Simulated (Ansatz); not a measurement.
The system is Sn.

```xyz
1
Lattice="-1.7265 1.7755 2.3383 1.7265 -1.7755 2.3383 1.7265 1.7755 -2.3383" Properties=species:S:1:pos:R:3 pbc="T T T"
Sn    0.0000    0.0000    0.0000
```

This isn't the form of Sn at room conditions, which is tetragonal (white tin).

```yaml
Program: Ansatz 0.2.0
Task: relaxation of cell and atoms
Functional: BLYP
Dispersion: D4
Potentials_or_basis: all-electron LAPW, scalar-relativistic
Basis_error_allowed: 0.001 eV/atom
k_mesh: 11 × 11 × 11
Occupations: fermi-dirac, width 0.05 eV
Spin: no spin polarisation
```

At the start: volume 28.67 Å³/atom.

Problem. Where does the relaxation end?

Solution. Over 7 steps the energy falls by 4.9 meV/atom and the volume is 28.14 Å³/atom (-1.9 %); space group I4/mmm (No. 139, to 0.05 Å).

Step by step:
| step | energy change (eV) | largest force (eV/Å) | volume (Å³) |
| --- | --- | --- | --- |
| 1 | 0.0000 | 0.0000 | 28.67 |
| 2 | -0.0040 | 0.0000 | 28.13 |
| 3 | -0.0047 | 0.0000 | 28.06 |
| 4 | -0.0048 | 0.0000 | 28.11 |
| 5 | -0.0049 | 0.0000 | 28.13 |
| 6 | -0.0049 | 0.0000 | 28.14 |
| 7 | -0.0049 | 0.0000 | 28.14 |

Final structure:
```yaml
crystal:
  lattice:
    - [-1.72269, 1.72298, 2.37016]
    - [1.72269, -1.72298, 2.37016]
    - [1.72269, 1.72298, -2.37016]
  atoms:
    - { symbol: Sn, position: [0.00000, 0.00000, 0.00000] }
```
